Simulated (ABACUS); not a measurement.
# MnS under changes of volume

One of the cells (17.667 Å³/atom); the others are scaled copies at fixed shape and fractional positions:

```
Mn S
1.0
     0.00000    2.60450    2.60450
     2.60450    0.00000    2.60450
     2.60450    2.60450    0.00000
Mn S
1 1
Direct
  0.00000 0.00000 0.00000
  0.50000 0.50000 0.50000
```

- Program: ABACUS 3.10.1
- Functional: PBE
- Potentials or basis: PseudoDojo NC SR 0.4.1 PBE standard
- Cutoff: 1361 eV
- Density cutoff: 5442 eV
- Basis: DZP LCAO (the cutoffs set its grid)
- k mesh: 9 × 9 × 9
- Occupations: fermi-dirac, width 0.05 eV
- Spin: collinear spin, ferromagnetic start
- Starting moments: [4.0, 0.0] μB

| volume (Å³/atom) | energy over the lowest point (meV/atom) | pressure (GPa) | moment (μB per cell) |
| --- | --- | --- | --- |
| 16.607 | 5.01 | 2.4 | 4.62 |
| 16.961 | 0.96 | 1.0 | 4.67 |
| 17.314 | 0.00 | -0.3 | 4.72 |
| 17.667 | 1.81 | -1.5 | 4.76 |
| 18.021 | 6.21 | -2.6 | 4.80 |
| 18.374 | 12.91 | -3.6 | 4.83 |
| 18.727 | ? | ? | ? |

Task: What does the run at 18.727 Å³/atom give?

Result: Energy over the lowest point 21.96 meV/atom; pressure -4.6 GPa; moment 4.86 μB per cell.

Worked out: A Birch-Murnaghan fit of order 3 (a polynomial in V^(-2/3)) to the other rows has its minimum at 17.26 Å³/atom with B0 = V·E''(V) = 63 GPa and B' = 3.5. It gives 21.74 meV/atom at 18.727 Å³/atom, against the run's 21.96, and -dE/dV = -4.5 GPa, against -4.6. A parabola through the other rows of the moment, of slope 0.0702 μB per Å³/atom there, extrapolates to 4.86 μB, against the run's 4.86.

Energies are extrapolated to zero smearing.

Caveats: the atomic orbitals were generated for these runs and aren't a published set; the basis of atomic orbitals isn't converged, which shifts pressures, moduli and gaps; a cell with one magnetic atom can't hold antiferromagnetic order, which such compounds often take.
